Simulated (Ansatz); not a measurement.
The cell is LiF in the h-MgO-type structure; cell and atoms were relaxed with r2SCAN. Space group P6_3/mmc (No. 194), hexagonal; conventional cell a = 3.280 Å, c = 4.000 Å, 9.32 Å³ an atom. Around Li lie 5 F at 1.89–2.00 Å; around F lie 5 Li at 1.89–2.00 Å.

The questions ask for values computed with Ansatz 0.2.0 on this geometry. The calculation is spin-unpolarised, and the structure need not be a phase that has been made.

Given (12×12×6 mesh): PBE gives a direct gap of 7.82 eV at Γ.

Problem. Estimate the gap with HSE06 on 6×6×4.

Solution. HSE06 gives a direct gap of 9.98 eV at Γ. The gap differs by +2.16 eV from PBE's.

Problem. How does the gap change from PBE to DDH-PBE0 (6×6×4)?

Solution. DDH-PBE0 gives a direct gap of 13.99 eV at Γ. The share of exact exchange is 0.521. The gap differs by +6.17 eV from PBE's.

Problem. What does G0W0@PBE with 276 empty bands, a screening cutoff of 220 eV and a 6×6×4 mesh give?

Solution. 12.04 eV (PBE's gap over the path plus the quasiparticle shift read on the mesh). G0W0 moves the gap on the mesh from 7.82 eV (PBE) to 12.04 eV (direct at Γ). Renormalisation factors Z lie between 0.81 and 0.90. The G0W0 figures hold for the stated bands, cutoff and mesh and aren't extrapolated.

Problem. Roughly how does the cost of the Hartree-Fock run (6×6×4) compare with r2SCAN's (12×12×6)?

Solution. About 12 times as much (2.3 core-minutes against 11 core-seconds, on a shared machine).

Problem. What are ε∞ and the Born charges with PBE?

Solution. The clamped-ion dielectric constant comes out as 1.91 along x and y, 1.93 along z. Born charges, averaged over directions: Li +1.00, F -1.00 e.

Problem. Relaxed again with PBEsol, is the cell stable at the zone centre, and where do its optical modes lie?

Solution. The zone-centre optical frequencies run from 239 to 429 cm⁻¹, none imaginary (the rest of the zone wasn't tested). With the long-range field the highest mode reaches 656 cm⁻¹.

The meshes of the hybrids are coarse, so their gaps aren't converged to the digits shown.
